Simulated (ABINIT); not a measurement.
MnO:

```
Mn O
1.0
     0.00000    2.22391    2.22391
     2.22391    0.00000    2.22391
     2.22391    2.22391    0.00000
Mn O
1 1
Direct
  0.00000 0.00000 0.00000
  0.50000 0.50000 0.50000
```

The cell is a database's computed one.

- Program: ABINIT 10.8.3 (patched build)
- Task: relaxation of cell and atoms
- Functional: LDA
- Potentials or basis: JTH PAW LDA v2.0
- Cutoff: 707 eV
- k mesh: 8 × 8 × 8
- Occupations: fermi-dirac, width 0.05 eV
- Spin: collinear spin, ferromagnetic start
- Starting moments: [4.0, 0.0] μB

At the start: pressure -15.6 GPa; volume 11.00 Å³/atom.

**Question.** Where does the relaxation end?

**Answer.** Over 6 steps the energy falls by 92.4 meV/atom and the volume is 9.33 Å³/atom (-15.2 %); space group Fm-3m (No. 225, to 0.05 Å); moment 3.93 μB per cell.

The path:
```
step  energy change (eV)  largest force (eV/Å)  pressure (GPa)  volume (Å³)
   1              0.0000                0.0000          -15.60        22.00
   2             -0.0837                0.0000          -11.07        20.96
   3             -0.1830                0.0000           -2.17        18.92
   4             -0.1841                0.0000            1.44        18.49
   5             -0.1848                0.0000           -0.06        18.66
   6             -0.1848                0.0000            0.00        18.65
```

Final structure:
```cif
data_structure
_symmetry_space_group_name_H-M 'P 1'
_symmetry_Int_Tables_number 1
_cell_length_a 2.9768
_cell_length_b 2.9768
_cell_length_c 2.9768
_cell_angle_alpha 60.000
_cell_angle_beta 60.000
_cell_angle_gamma 60.000
_cell_volume 18.65
loop_
_atom_site_label
_atom_site_type_symbol
_atom_site_fract_x
_atom_site_fract_y
_atom_site_fract_z
_atom_site_occupancy
Mn1 Mn 0.00000 0.00000 0.00000 1
O1 O 0.50000 0.50000 0.50000 1
```

Caveat: the volume moved by over 15 % at a fixed basis, so the end points are rough; a cell with one magnetic atom can't hold antiferromagnetic order, which such compounds often take.
